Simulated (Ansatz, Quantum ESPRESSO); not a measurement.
# Complex bands of GaAs, zinc blende type, lattice constant set to 5.692 Å, part 2 of 3

Aim: how fast states decay in the gap of GaAs, zinc blende type, lattice constant set to 5.692 Å.

Quantum ESPRESSO 7.5; plane-wave DFT, PBEsol, GBRV ultrasoft pseudopotentials; cross-check by Ansatz 0.2.0 with PAW datasets.

So far. Step 2 (SCF with pw.x): The run needed 12 iterations to bring the estimated error under 1e-09 Ry.

### Step 3. Complex bands with pwcond.x

Level of this step: complex band structure by pwcond; plane-wave DFT, PBEsol, GBRV ultrasoft pseudopotentials (Quantum ESPRESSO).

ikind = 0 solves one period of the crystal for all kz, real and complex, at each energy and k across. ewind and epsproj trim the two-dimensional plane-wave basis; nz1 sets the subslabs.

Input file cbs.in:

```
&inputcond
  outdir = './out'
  prefixl = 'scf'
  band_file = 'cbs'
  ikind = 0
  ewind = 4.0
  epsproj = 1e-05
  nz1 = 7
  energy0 = 4.48
  denergy = -0.16
/
4
  0.00000000 0.00000000 1.00000000
  0.50000000 0.00000000 1.00000000
  0.50000000 0.50000000 1.00000000
  0.25000000 0.00000000 1.00000000
41
```

Command:

```bash
OMP_NUM_THREADS=1 mpirun -n 2 pwcond.x -in cbs.in > cbs.out
```

What it wrote:

```text
[banner, memory and clock lines left out]
Program PWCOND v.7.5 starts

          URL

     ./out/scf.save/

     IMPORTANT: XC functional enforced from input :
     Exchange-correlation= PBESOL
                           (   1   4  10   8   0   0   0)
     Any further DFT definition will be discarded
     Please, verify this is what you really want

     Reading collected, re-writing distributed wavefunctions

===== INPUT FILE containing the left lead =====

     GEOMETRY:

     lattice parameter (alat)  =       7.6059  a.u.
     the volume                =     622.2448 (a.u.)^3
     the cross section         =      57.8492 (a.u.)^2
     l of the unit cell        =       1.4142 (alat)
     number of atoms/cell      =            4
     number of atomic types    =            2

     crystal axes: (cart. coord. in units of alat)
               a(1) = (  1.0000  0.0000  0.0000 )
               a(2) = (  0.0000  1.0000  0.0000 )
               a(3) = (  0.0000  0.0000  1.4142 )

   Cartesian axes

     site n.     atom                  positions (alat units)
          1        Ga     tau(  1)=(  0.0000  0.0000  1.4142  )
          2        As     tau(  2)=(  0.5000  0.0000  0.3536  )
          3        Ga     tau(  3)=(  0.5000  0.5000  0.7071  )
          4        As     tau(  4)=(  0.0000  0.5000  1.0607  )

     nr1s                      =           32
     nr2s                      =           32
     nr3s                      =           45
     nr1sx                     =           32
     nr2sx                     =           32
     nr3sx                     =           45
     nr1                       =           36
     nr2                       =           36
     nr3                       =           50
     nr1x                      =           36
     nr2x                      =           36
     nr3x                      =           50

 _______________________________
  Radii of nonlocal spheres:

     type       ibeta     ang. mom.          radius (alat units)
       Ga         1         0                    0.2395
       Ga         2         0                    0.2395
       Ga         3         1                    0.2395
       Ga         4         1                    0.2395
       Ga         5         2                    0.2395
       Ga         6         2                    0.2395
       As         1         0                    0.2534
       As         2         0                    0.2534
       As         3         1                    0.2534
       As         4         1                    0.2534
       As         5         2                    0.2534
       As         6         2                    0.2534
----- General information -----

----- Complex band structure calculation -----

     nrx                       =           32
     nry                       =           32
     nz1                       =            7

     energy0               =         4.5E+00
     denergy               =        -1.6E-01
     nenergy               =         41
     ecut2d                =         4.0E+01
     ewind                 =         4.0E+00
     epsproj               =         1.0E-05

     number of k_|| points=    4
                       cryst. coord.
        k(    1) = (   0.0000000   0.0000000), wk =   0.2500000
        k(    2) = (   0.5000000   0.0000000), wk =   0.2500000
        k(    3) = (   0.5000000   0.5000000), wk =   0.2500000
        k(    4) = (   0.2500000   0.0000000), wk =   0.2500000
----- Information about left lead -----

     nocros                   =           18
     noins                    =           54
     norb                     =           90
     norbf                    =           90
     nrz                      =           45

      iorb      type   ibeta   ang. mom.   m       position (alat)
        1        1       1        0        1   taunew(   1)=(  0.0000  0.0000  0.0000)
        2        1       2        0        1   taunew(   2)=(  0.0000  0.0000  0.0000)
        3        1       3        1        1   taunew(   3)=(  0.0000  0.0000  0.0000)
        4        1       3        1        2   taunew(   4)=(  0.0000  0.0000  0.0000)
        5        1       3        1        3   taunew(   5)=(  0.0000  0.0000  0.0000)
        6        1       4        1        1   taunew(   6)=(  0.0000  0.0000  0.0000)
        7        1       4        1        2   taunew(   7)=(  0.0000  0.0000  0.0000)
        8        1       4        1        3   taunew(   8)=(  0.0000  0.0000  0.0000)
        9        1       5        2        1   taunew(   9)=(  0.0000  0.0000  0.0000)
       10        1       5        2        2   taunew(  10)=(  0.0000  0.0000  0.0000)
       11        1       5        2        3   taunew(  11)=(  0.0000  0.0000  0.0000)
       12        1       5        2        4   taunew(  12)=(  0.0000  0.0000  0.0000)
       13        1       5        2        5   taunew(  13)=(  0.0000  0.0000  0.0000)
       14        1       6        2        1   taunew(  14)=(  0.0000  0.0000  0.0000)
       15        1       6        2        2   taunew(  15)=(  0.0000  0.0000  0.0000)
       16        1       6        2        3   taunew(  16)=(  0.0000  0.0000  0.0000)
       17        1       6        2        4   taunew(  17)=(  0.0000  0.0000  0.0000)
       18        1       6        2        5   taunew(  18)=(  0.0000  0.0000  0.0000)
       19        2       1        0        1   taunew(  19)=(  0.5000  0.0000  0.3536)
       20        2       2        0        1   taunew(  20)=(  0.5000  0.0000  0.3536)
       21        2       3        1        1   taunew(  21)=(  0.5000  0.0000  0.3536)
       22        2       3        1        2   taunew(  22)=(  0.5000  0.0000  0.3536)
       23        2       3        1        3   taunew(  23)=(  0.5000  0.0000  0.3536)
       24        2       4        1        1   taunew(  24)=(  0.5000  0.0000  0.3536)
       25        2       4        1        2   taunew(  25)=(  0.5000  0.0000  0.3536)
       26        2       4        1        3   taunew(  26)=(  0.5000  0.0000  0.3536)
       27        2       5        2        1   taunew(  27)=(  0.5000  0.0000  0.3536)
       28        2       5        2        2   taunew(  28)=(  0.5000  0.0000  0.3536)
       29        2       5        2        3   taunew(  29)=(  0.5000  0.0000  0.3536)
       30        2       5        2        4   taunew(  30)=(  0.5000  0.0000  0.3536)
       31        2       5        2        5   taunew(  31)=(  0.5000  0.0000  0.3536)
       32        2       6        2        1   taunew(  32)=(  0.5000  0.0000  0.3536)
       33        2       6        2        2   taunew(  33)=(  0.5000  0.0000  0.3536)
       34        2       6        2        3   taunew(  34)=(  0.5000  0.0000  0.3536)
       35        2       6        2        4   taunew(  35)=(  0.5000  0.0000  0.3536)
       36        2       6        2        5   taunew(  36)=(  0.5000  0.0000  0.3536)
       37        1       1        0        1   taunew(  37)=(  0.5000  0.5000  0.7071)
       38        1       2        0        1   taunew(  38)=(  0.5000  0.5000  0.7071)
       39        1       3        1        1   taunew(  39)=(  0.5000  0.5000  0.7071)
       40        1       3        1        2   taunew(  40)=(  0.5000  0.5000  0.7071)
       41        1       3        1        3   taunew(  41)=(  0.5000  0.5000  0.7071)
       42        1       4        1        1   taunew(  42)=(  0.5000  0.5000  0.7071)
       43        1       4        1        2   taunew(  43)=(  0.5000  0.5000  0.7071)
       44        1       4        1        3   taunew(  44)=(  0.5000  0.5000  0.7071)
       45        1       5        2        1   taunew(  45)=(  0.5000  0.5000  0.7071)
       46        1       5        2        2   taunew(  46)=(  0.5000  0.5000  0.7071)
       47        1       5        2        3   taunew(  47)=(  0.5000  0.5000  0.7071)
       48        1       5        2        4   taunew(  48)=(  0.5000  0.5000  0.7071)
       49        1       5        2        5   taunew(  49)=(  0.5000  0.5000  0.7071)
       50        1       6        2        1   taunew(  50)=(  0.5000  0.5000  0.7071)
       51        1       6        2        2   taunew(  51)=(  0.5000  0.5000  0.7071)
       52        1       6        2        3   taunew(  52)=(  0.5000  0.5000  0.7071)
       53        1       6        2        4   taunew(  53)=(  0.5000  0.5000  0.7071)
       54        1       6        2        5   taunew(  54)=(  0.5000  0.5000  0.7071)
       55        2       1        0        1   taunew(  55)=(  0.0000  0.5000  1.0607)
       56        2       2        0        1   taunew(  56)=(  0.0000  0.5000  1.0607)
       57        2       3        1        1   taunew(  57)=(  0.0000  0.5000  1.0607)
       58        2       3        1        2   taunew(  58)=(  0.0000  0.5000  1.0607)
       59        2       3        1        3   taunew(  59)=(  0.0000  0.5000  1.0607)
       60        2       4        1        1   taunew(  60)=(  0.0000  0.5000  1.0607)
       61        2       4        1        2   taunew(  61)=(  0.0000  0.5000  1.0607)
       62        2       4        1        3   taunew(  62)=(  0.0000  0.5000  1.0607)
       63        2       5        2        1   taunew(  63)=(  0.0000  0.5000  1.0607)
       64        2       5        2        2   taunew(  64)=(  0.0000  0.5000  1.0607)
       65        2       5        2        3   taunew(  65)=(  0.0000  0.5000  1.0607)
       66        2       5        2        4   taunew(  66)=(  0.0000  0.5000  1.0607)
       67        2       5        2        5   taunew(  67)=(  0.0000  0.5000  1.0607)
       68        2       6        2        1   taunew(  68)=(  0.0000  0.5000  1.0607)
       69        2       6        2        2   taunew(  69)=(  0.0000  0.5000  1.0607)
       70        2       6        2        3   taunew(  70)=(  0.0000  0.5000  1.0607)
       71        2       6        2        4   taunew(  71)=(  0.0000  0.5000  1.0607)
       72        2       6        2        5   taunew(  72)=(  0.0000  0.5000  1.0607)
       73        1       1        0        1   taunew(  73)=(  0.0000  0.0000  1.4142)
       74        1       2        0        1   taunew(  74)=(  0.0000  0.0000  1.4142)
       75        1       3        1        1   taunew(  75)=(  0.0000  0.0000  1.4142)
       76        1       3        1        2   taunew(  76)=(  0.0000  0.0000  1.4142)
       77        1       3        1        3   taunew(  77)=(  0.0000  0.0000  1.4142)
       78        1       4        1        1   taunew(  78)=(  0.0000  0.0000  1.4142)
       79        1       4        1        2   taunew(  79)=(  0.0000  0.0000  1.4142)
       80        1       4        1        3   taunew(  80)=(  0.0000  0.0000  1.4142)
       81        1       5        2        1   taunew(  81)=(  0.0000  0.0000  1.4142)
       82        1       5        2        2   taunew(  82)=(  0.0000  0.0000  1.4142)
       83        1       5        2        3   taunew(  83)=(  0.0000  0.0000  1.4142)
       84        1       5        2        4   taunew(  84)=(  0.0000  0.0000  1.4142)
       85        1       5        2        5   taunew(  85)=(  0.0000  0.0000  1.4142)
       86        1       6        2        1   taunew(  86)=(  0.0000  0.0000  1.4142)
       87        1       6        2        2   taunew(  87)=(  0.0000  0.0000  1.4142)
       88        1       6        2        3   taunew(  88)=(  0.0000  0.0000  1.4142)
       89        1       6        2        4   taunew(  89)=(  0.0000  0.0000  1.4142)
       90        1       6        2        5   taunew(  90)=(  0.0000  0.0000  1.4142)
 ngper, shell number =          185          28
 ngper, n2d =          185         154
---  E-Ef =    4.4800000  k =    0.0000000   0.0000000
---  ie =          1  ik =          1
 Nchannels of the left tip =            2
 Right moving states:
   k1(2pi/a)   k2(2pi/a)   E-Ef (eV)
   0.2256815   0.0000000   4.4800000
   0.2256815   0.0000000   4.4800000
 Left moving states:
   k1(2pi/a)   k2(2pi/a)   E-Ef (eV)
  -0.2256972   0.0000000   4.4800000
  -0.2256972   0.0000000   4.4800000

---  E-Ef =    4.3200000  k =    0.0000000   0.0000000
---  ie =          2  ik =          1
 Nchannels of the left tip =            2
 Right moving states:
   k1(2pi/a)   k2(2pi/a)   E-Ef (eV)
   0.1984992   0.0000000   4.3200000
   0.1984992   0.0000000   4.3200000
 Left moving states:
   k1(2pi/a)   k2(2pi/a)   E-Ef (eV)
  -0.1985161   0.0000000   4.3200000
  -0.1985161   0.0000000   4.3200000
[... further energies and points left out ...]
---  E-Ef =   -1.7600000  k =    0.2500000   0.0000000
---  ie =         40  ik =          4
 Nchannels of the left tip =            2
 Right moving states:
   k1(2pi/a)   k2(2pi/a)   E-Ef (eV)
   0.3678317   0.0000000  -1.7600000
   0.4992713   0.0000000  -1.7600000
 Left moving states:
   k1(2pi/a)   k2(2pi/a)   E-Ef (eV)
  -0.3678317   0.0000000  -1.7600000
  -0.4992713   0.0000000  -1.7600000

---  E-Ef =   -1.9200000  k =    0.2500000   0.0000000
---  ie =         41  ik =          4
 Nchannels of the left tip =            2
 Right moving states:
   k1(2pi/a)   k2(2pi/a)   E-Ef (eV)
   0.2935836   0.0000000  -1.9200000
   0.4741138   0.0000000  -1.9200000
 Left moving states:
   k1(2pi/a)   k2(2pi/a)   E-Ef (eV)
  -0.2935836   0.0000000  -1.9200000
  -0.4741138   0.0000000  -1.9200000

Note: The following floating-point exceptions are signalling: IEEE_UNDERFLOW_FLAG IEEE_DENORMAL
Note: The following floating-point exceptions are signalling: IEEE_UNDERFLOW_FLAG IEEE_DENORMAL
```

Elapsed: 7.8 min, on 2 MPI ranks of Intel Xeon Platinum 8259CL at 2.50GHz (Skylake/Cascade Lake), shared host; peak memory 0.2 GiB; 16 min of CPU time.

Read from the output:

```
peak of the smallest κ at the zone centre : 0.019 Å⁻¹
peak of the smallest κ at (1/2, 0)        : 0.134 Å⁻¹
peak of the smallest κ at (1/4, 0)        : 0.14 Å⁻¹
```

K across = (0, 0) in the cell's reciprocal vectors; values within 0.0025 1/Å of each other count once, columns are sorted by size at each energy, a dash where no further value was kept. Im kz of the slowest decaying states against energy, zero at the highest filled level of the SCF mesh:

```tsv
energy (eV)	decay 1 (Å⁻¹)	decay 2 (Å⁻¹)	decay 3 (Å⁻¹)
-1.92	0.872	1.57	1.97
-1.76	0.85	1.56	1.95
-1.60	0.828	1.55	1.93
-1.44	0.804	1.54	1.92
-1.28	0.781	1.52	1.90
-1.12	0.757	1.51	1.89
-0.96	0.732	1.50	1.87
-0.64	0.679	1.48	1.84
-0.48	0.652	1.47	1.82
-0.32	0.623	1.46	1.81
-0.16	0.593	1.45	1.79
0.00	0.005	0.011	0.561
0.16	0.019	0.117	0.527
0.32	0.16	0.491	1.41
0.48	0.19	0.452	1.40
0.64	0.211	0.409	1.39
0.80	0.228	0.36	1.38
0.96	0.241	0.304	1.36
1.12	0.233	0.25	1.35
1.44	0.065	0.262	1.33
1.60	0.264	1.31	1.61
1.76	0.264	1.30	1.60
1.92	0.262	1.29	1.58
2.08	0.259	1.28	1.56
2.24	0.254	1.26	1.55
2.40	0.246	1.25	1.53
2.56	0.043	0.237	1.24
2.72	0.051	0.225	1.22
2.88	0.03	0.211	1.21
3.04	0.193	1.20	1.46
3.20	0.017	0.171	1.18
3.52	0.105	0.127	1.16
3.68	0.027	0.15	1.14
3.84	0.103	0.166	1.13
4.00	0.143	0.179	1.11
4.16	0.17	0.189	1.1
4.32	0.189	0.197	1.08
4.48	0.203	1.07	1.3
```

K across = (0, 0) in the cell's reciprocal vectors. The Re kz of states that move upwards by energy, zero at the highest filled level of the SCF mesh:

```tsv
energy (eV)	channel 1 (Å⁻¹)	channel 2 (Å⁻¹)	channel 3 (Å⁻¹)
-1.92	-0.259	0.468	0.468
-1.60	-0.535	-0.535	-0.218
-1.28	-0.444	-0.444	-0.177
-0.96	-0.359	-0.359	-0.137
-0.64	-0.275	-0.275	-0.0959
-0.32	-0.182	-0.182	-0.0547
-0.16	-0.124	-0.124	-0.0329
0.00	-	-	-
0.16	-	-	-
0.48	0.0374	-	-
0.80	0.0798	-	-
1.12	0.121	-	-
1.44	0.163	0.325	-
1.76	0.128	0.207	0.495
2.08	-0.495	0.240	0.254
2.40	-0.386	0.317	0.330
2.72	0.414	-	-
2.88	0.458	-	-
3.20	-0.221	-	-
3.52	-0.119	-	-
3.84	0.102	0.102	-
4.16	0.186	0.186	-
4.48	0.249	0.249	-
```

K across = (1/2, 0) in the cell's reciprocal vectors; values within 0.0025 1/Å of each other count once, columns are sorted by size at each energy, a dash where no further value was kept. The Im kz of the slowest decaying states by energy, zero at the highest filled level of the SCF mesh:

```tsv
energy (eV)	decay 1 (Å⁻¹)	decay 2 (Å⁻¹)	decay 3 (Å⁻¹)
-1.92	0.708	1.12	1.91
-1.76	0.654	1.1	1.90
-1.60	0.586	1.08	1.89
-1.44	0.494	1.06	1.88
-1.28	0.33	1.04	1.87
-1.12	0.004	1.02	1.85
-0.96	0.073	0.388	1.01
-0.64	0.115	0.53	0.968
-0.48	0.125	0.563	0.948
-0.32	0.131	0.585	0.928
-0.16	0.134	0.601	0.907
0.00	0.133	0.612	0.887
0.16	0.128	0.619	0.866
0.32	0.12	0.623	0.845
0.48	0.107	0.625	0.823
0.64	0.086	0.625	0.801
0.80	0.049	0.623	0.778
0.96	0.619	0.755	1.69
1.12	0.615	0.731	1.68
1.44	0.601	0.681	1.65
1.60	0.593	0.655	1.64
1.76	0.583	0.627	1.62
1.92	0.572	0.598	1.61
2.08	0.56	0.567	1.59
2.24	0.534	0.548	1.58
2.40	0.497	0.533	1.56
2.56	0.455	0.518	1.55
2.72	0.122	0.402	0.502
2.88	0.251	0.301	0.484
3.04	0.279	0.465	1.51
3.20	0.276	0.444	1.49
3.52	0.259	0.396	1.46
3.68	0.245	0.368	1.45
3.84	0.228	0.337	1.43
4.00	0.204	0.301	1.41
4.16	0.173	0.259	1.40
4.32	0.126	0.206	1.38
4.48	0.129	1.36	2.15
```

K across = (1/2, 1/2) in the cell's reciprocal vectors; values within 0.0025 1/Å of each other count once, columns are sorted by size at each energy, a dash where no further value was kept. Im kz of the slowest decaying states against energy, zero at the highest filled level of the SCF mesh:

```tsv
energy (eV)	decay 1 (Å⁻¹)	decay 2 (Å⁻¹)	decay 3 (Å⁻¹)
-1.92	0.237	0.252	1.85
-1.60	0.263	0.276	1.84
-1.28	0.277	0.287	1.82
-0.96	0.283	0.289	1.81
-0.64	0.282	0.285	1.79
-0.32	0.274	1.77	1.88
-0.16	0.266	0.269	1.76
0.00	0.257	0.262	1.75
0.16	0.246	0.254	1.75
0.48	0.218	0.232	1.73
0.80	0.181	0.202	1.71
1.12	0.125	0.159	1.69
1.44	0.09	1.67	1.74
1.76	1.65	1.71	1.82
2.08	1.63	1.68	1.80
2.40	1.61	1.65	1.78
2.72	1.59	1.63	1.75
2.88	1.58	1.61	1.74
3.20	1.56	1.58	1.72
3.52	1.53	1.55	1.69
3.84	1.51	1.52	1.66
4.16	1.49	1.49	1.64
4.48	1.46	1.61	-
```

K across = (1/4, 0) in the cell's reciprocal vectors; values within 0.0025 1/Å of each other count once, columns are sorted by size at each energy, a dash where no further value was kept. The Im kz of the slowest decaying states by energy, zero at the highest filled level of the SCF mesh:

```tsv
energy (eV)	decay 1 (Å⁻¹)	decay 2 (Å⁻¹)	decay 3 (Å⁻¹)
-1.92	0.133	0.935	1.31
-1.60	0.1	0.893	1.28
-1.28	0.85	1.25	1.27
-0.96	0.806	1.22	1.23
-0.64	0.032	0.76	1.18
-0.32	0.108	0.712	1.15
-0.16	0.123	0.137	0.686
0.00	0.133	0.206	0.66
0.16	0.138	0.252	0.633
0.48	0.138	0.315	0.575
0.80	0.123	0.356	0.51
1.12	0.083	0.384	0.433
1.44	0.336	0.403	0.931
1.76	0.179	0.414	0.883
2.08	0.417	0.832	0.858
2.40	0.085	0.093	0.413
2.72	0.114	0.157	0.401
2.88	0.12	0.169	0.391
3.20	0.121	0.176	0.361
3.52	0.106	0.162	0.313
3.84	0.066	0.121	0.233
4.16	0.015	0.354	0.591
4.48	0.142	0.561	0.68
```

(Part 2 of 3 ends here.)

[Logs are printed without paths, hosts, clocks, repeated set-up lines and the standing remarks that a program may print on its own settings, such as how far it seeks lower states.]

[Hosts, paths, dates, database ids (printed as entryN), source tags and the programs' standing remarks are cut or masked in the printed files.]

[Maps of the electrostatic potential energy from Ansatz leave out the sawtooth potential of an applied field or a dipole correction, so their vacuum need not be flat; planar profiles and work functions include it.]
